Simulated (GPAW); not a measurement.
Write an ASE script for GPAW 26.7.0 that does the following.

* Task: equation of state
* Functional: PBE
* Potentials or basis: GPAW PAW data sets (gpaw-data 1.2.1)
* Cutoff: 600 eV
* Basis: pw
* k mesh: 10 × 8 × 7
* Occupations: fermi-dirac, width 0.05 eV
* Spin: no spin polarisation
* Maxiter: 150
* Eos scales: [0.94, 0.96, 0.98, 1.0, 1.02, 1.04, 1.06]

The system is Ga.

```
Ga
1.0
     2.77842    0.00000    0.00000
     0.00000    3.28161    0.00000
    -1.34343    0.00000    3.99027
Ga
2
Cartesian
  -0.6607 2.4612 3.0732
  2.0957 0.8204 0.9171
```

This isn't the form of Ga at room conditions, which is orthorhombic.

One way to write it, as run:

run.py

```python
from ase import Atoms
from ase.eos import EquationOfState
from ase.io import Trajectory
from ase.units import GPa
from gpaw import GPAW, PW

atoms = Atoms(['Ga', 'Ga'],
              cell=[[2.7784220849, 0.0, 0.0],
                    [0.0, 3.28160879, 0.0],
                    [-1.3434310986, 0.0, 3.9902731763]],
              scaled_positions=[[0.13459627, 0.75, 0.77016683],
                                [0.86540373, 0.25, 0.22983317]],
              pbc=True)

traj = Trajectory('eos.traj', 'w')
volumes, energies = [], []
for x in [0.94, 0.96, 0.98, 1.0, 1.02, 1.04, 1.06]:
    a = atoms.copy()
    a.set_cell(atoms.cell * x**(1 / 3), scale_atoms=True)
    calc = GPAW(mode=PW(600),
                xc='PBE',
                kpts={'size': (10, 8, 7), 'gamma': True},
                occupations={'name': 'fermi-dirac', 'width': 0.05},
                nbands=10,
                convergence={'density': 1e-05, 'energy': 1e-05},
                maxiter=150,
                txt=f'eos-{x:.2f}.txt')
    a.calc = calc
    energies.append(a.get_potential_energy(force_consistent=True))
    volumes.append(a.get_volume())
    p = -a.get_stress()[:3].mean() / GPa
    calc.write(f'eos-{x:.2f}.gpw')
    traj.write(a)
    print(f'{x:.2f} {volumes[-1]:10.4f} A^3 {energies[-1]:14.6f} eV {p:9.3f} GPa', flush=True)

v0, e0, B = EquationOfState(volumes, energies, eos='birchmurnaghan').fit()
print(f'V0 = {v0:.4f} A^3, E0 = {e0:.6f} eV, B0 = {B / GPa:.2f} GPa')
```

Potentials or basis: GPAW PAW data sets (gpaw-data 1.2.1), pw.

Command:

```sh
$ OMP_NUM_THREADS=1 python run.py
```

Results of the run:

```yaml
Equilibrium_volume: "19.31 Å³/atom (rough: see the caveat)"
Bulk_modulus_at_fixed_shape_and_positions: 51 GPa (rough)
```

Caveat: the minimum lies outside the volumes run; the cell was scaled at fixed shape and fractional positions, which overstates the stiffness of a crystal with free parameters, most of all of layers and chains.

Run time: 7.3 min on 1 thread of Arm Neoverse N1 (shared host), peak memory 0.27 GiB.
